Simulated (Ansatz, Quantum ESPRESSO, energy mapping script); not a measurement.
# MnHO2 monolayer: J from the energies of magnetic orders, part 2 of 2

Aim: the exchange couplings of MnHO2 monolayer from the energies of a few collinear orders, and the ordering temperature that they give.

PBE; plane waves, collinear spin, no spin–orbit coupling.

So far. Step 6 (Order 5: parallel, cell C of 12 atoms): The run ends ferromagnetic. For each magnetic atom its energy differs from the parallel run of the first cell by 0.13 meV, an error that one common reference would have brought in. Step 7 (Uncompensated ++− start in cell C (12 atoms)): The run ends ferrimagnetic, 53.56 meV a magnetic atom below the parallel order of its cell (energies taken at zero occupation width, not the printed F).

## Step 8: Parallel start in cell D (12 atoms)

Level of this step: PBE, GBRV potentials (Quantum ESPRESSO).

The parallel order again, as the reference for this cell.

This run holds the same structure in another cell (a 3.177 → 9.531 Å, b 8.664 → 2.888 Å).

pw.in

```
&control
  calculation = 'scf'
  prefix = 'pw'
  outdir = './tmp/'
  pseudo_dir = './pseudo/'
  verbosity = 'low'
/
&system
  ibrav = 0
  nat = 12
  ntyp = 3
  ecutwfc = 45
  ecutrho = 360
  nbnd = 66
  occupations = 'smearing'
  smearing = 'fd'
  degauss = 0.00367493
  nspin = 2
  starting_magnetization(1) = 0.3000
/
&electrons
  conv_thr = 3.0e-08
  electron_maxstep = 120
  mixing_beta = 0.3
  mixing_mode = 'plain'
/
ATOMIC_SPECIES
  Mn 54.9380 Mn.upf
  O 15.9990 O.upf
  H 1.0080 H.upf
CELL_PARAMETERS angstrom
  9.53054976 0.00000017 0.00000000
  -1.31282392 2.57250504 0.00000000
  0.00000000 0.00000000 18.05458500
ATOMIC_POSITIONS crystal
  Mn 0.01789433 0.02684100 0.53187600
  Mn 0.35122767 0.02684100 0.53187600
  Mn 0.68456100 0.02684100 0.53187600
  O 0.25987467 0.38981150 0.47256800
  O 0.59320800 0.38981150 0.47256800
  O 0.92654133 0.38981150 0.47256800
  O 0.11216100 0.66824100 0.58459300
  O 0.44549433 0.66824100 0.58459300
  O 0.77882767 0.66824100 0.58459300
  H 0.26869933 0.40304850 0.41540700
  H 0.60203267 0.40304850 0.41540700
  H 0.93536600 0.40304850 0.41540700
K_POINTS automatic
  3 9 1 0 0 0
```

Run with:

```bash
$ OMP_NUM_THREADS=1 mpirun -n 4 pw.x -nk 4 -in pw.in > pw.out
```

The program printed:

```text
     [... lines left out ...]
Program PWSCF v.7.5 starts
     [... lines left out ...]
     number of atoms/cell      =           12
     [... lines left out ...]
     number of electrons       =        84.00
     number of Kohn-Sham states=           66
     kinetic-energy cutoff     =      45.0000  Ry
     charge density cutoff     =     360.0000  Ry
     scf convergence threshold =      3.0E-08
[...]
atom  12 (R=0.045)  charge=  0.4043  magn=  0.0074
     [... lines left out ...]
     the Fermi energy is    -0.6940 ev
!    total energy              =    -831.08362803 Ry
     estimated scf accuracy    <       0.00000001 Ry
     smearing contrib. (-TS)   =      -0.00052213 Ry
     [... lines left out ...]
     total magnetization       =    11.97 Bohr mag/cell
     absolute magnetization    =    12.15 Bohr mag/cell
     convergence has been achieved in  15 iterations
```

Run time: 3.3 min. Hardware: 4 MPI ranks of Arm Neoverse V2, shared host; peak memory 2.6 GiB.

The run ends ferromagnetic. For each magnetic atom its energy differs from the parallel run of the first cell by 0.70 meV, an error that one common reference would have brought in.

## Step 9: Order 8: uncompensated ++−, cell D of 12 atoms

This order reverses 0 of the 2 neighbours at 2.89 Å, 2.67 of the 4 neighbours at 3.18 Å and 2.67 of the 4 neighbours at 5.17 Å, counted for an average magnetic atom.

Edit pw.in of step 8 so:

```diff
@@ -10,6 +10,6 @@
   nat = 12
-  ntyp = 3
+  ntyp = 4
   ecutwfc = 45
   ecutrho = 360
-  nbnd = 66
+  nbnd = 61
   occupations = 'smearing'
@@ -19,2 +19,3 @@
   starting_magnetization(1) = 0.3000
+  starting_magnetization(2) = -0.3000
 /
@@ -27,3 +28,4 @@
 ATOMIC_SPECIES
-  Mn 54.9380 Mn.upf
+  Mn1 54.9380 Mn.upf
+  Mn2 54.9380 Mn.upf
   O 15.9990 O.upf
@@ -35,5 +37,5 @@
 ATOMIC_POSITIONS crystal
-  Mn 0.01789433 0.02684100 0.53187600
-  Mn 0.35122767 0.02684100 0.53187600
-  Mn 0.68456100 0.02684100 0.53187600
+  Mn1 0.01789433 0.02684100 0.53187600
+  Mn1 0.35122767 0.02684100 0.53187600
+  Mn2 0.68456100 0.02684100 0.53187600
   O 0.25987467 0.38981150 0.47256800
```

The program printed:

```text
     [... lines left out ...]
Program PWSCF v.7.5 starts
     [... lines left out ...]
     number of atoms/cell      =           12
     [... lines left out ...]
     number of electrons       =        84.00
     number of Kohn-Sham states=           61
     kinetic-energy cutoff     =      45.0000  Ry
     charge density cutoff     =     360.0000  Ry
     scf convergence threshold =      3.0E-08
[...]
atom  12 (R=0.045)  charge=  0.4053  magn=  0.0029
     [... lines left out ...]
     the Fermi energy is    -0.7667 ev
!    total energy              =    -831.09125115 Ry
     estimated scf accuracy    <       0.00000001 Ry
     smearing contrib. (-TS)   =      -0.00043493 Ry
     [... lines left out ...]
     total magnetization       =     3.99 Bohr mag/cell
     absolute magnetization    =    11.59 Bohr mag/cell
     convergence has been achieved in  17 iterations
```

Wall time 3.6 min (4 MPI ranks); peak memory 2.5 GiB.

The run ends ferrimagnetic, 34.77 meV a magnetic atom below the parallel order of its cell (energies taken at zero occupation width, not the printed F).

## Step 10: The fit

Each energy difference is a sum of couplings weighted by the pairs that the order reverses. A few near shells are fitted to the differences by least squares. Energies are those extrapolated to zero occupation width, not the free energies F.

The orders that converged (zero: parallel moments in the same cell):

```tsv
order	atoms	energy (meV a magnetic atom)	moments (μB)	moments kept as typed	opposed neighbours at 2.89, 3.18, 5.17 Å
parallel in cell A	8	0.00	3.15	yes	0, 0, 0
compensated +− in cell A	8	-81.36	3.03	yes	2, 2, 2
parallel in cell B	8	0.00	3.15	yes	0, 0, 0
compensated +− in cell B	8	-56.06	3.07	yes	0, 4, 4
parallel in cell C	12	0.00	3.15	yes	0, 0, 0
uncompensated ++− in cell C	12	-53.56	3.03 to 3.10	yes	1.33, 1.33, 2.67
parallel in cell D	12	0.00	3.15	yes	0, 0, 0
uncompensated ++− in cell D	12	-34.77	3.07 to 3.12	yes	0, 2.67, 2.67
```

The Heisenberg fit (each pair counts twice, positive J is ferromagnetic):

```tsv
pair	distance (Å)	neighbours	J (meV)
Mn–Mn	2.89	2	-13.5
Mn–Mn	3.18	4	-7.11
Mn–Mn	5.17	4	0.254
```

These orders cannot tell some unfitted shells from fitted ones: the value at 3.18 Å holds J(3.18) − J(5.78) + J(7.76) and the value at 5.17 Å holds J(5.17) + J(5.78); other unfitted shells add to the values wholly or in part.

Adding the shell at 5.66 Å gives -14, -7.3, 0.25 and 0.98 meV, an exact solve that tests nothing.

Limits of this fit: open shells started apart.

## Step 11: Summary of results

- lowest order tried: compensated +− in cell A
- largest fitted value (a combination of shells), Mn–Mn at 2.89 Å: -13.5 meV

Of the orders tried, MnHO2 monolayer prefers the order “compensated +− in cell A” under PBE, QE, GBRV, with 2 of 2 neighbours at 2.89 Å, 2 of 4 neighbours at 3.18 Å and 2 of 4 neighbours at 5.17 Å opposed. The largest fitted coupling is the Mn–Mn pair at 2.89 Å, antiferromagnetic at -13 meV, across a ligand at about 97°. The orders also reverse pairs at 5.66 and 5.78 Å, which are not fitted, so the fitted values hold their part too. With 4 differences for 3 couplings the fit misses by 1.8 meV at most, a small part of the spread. In the fitted orders moments change by up to 3.9 % against the parallel run of the same cell, so their size stays put. The fit is in doubt: open shells started apart. The couplings are then rough, the small ones most of all.

1 further run of the session is left out of this account and of its counts and ranges: runs hit by known faults of a program or its files, repeats, responses too ill-conditioned to give a U, cells squeezed past sense, harmless faults, or fits whose shells could not be counted again from the structure.

[Logs and program files are shortened in this print: banners, set-up blocks, solver, clock and traceback lines can be left out without a mark of their own.]

[Logs are printed without paths, hosts, clocks, repeated set-up lines and the standing remarks that a program may print on its own settings, such as how far it seeks lower states.]

[Hosts, paths, dates, database ids (printed as entryN), source tags and the programs' standing remarks are cut or masked in the printed files.]

[Where a cell is said to come from a database of computed structures, the database is the Materials Project.]
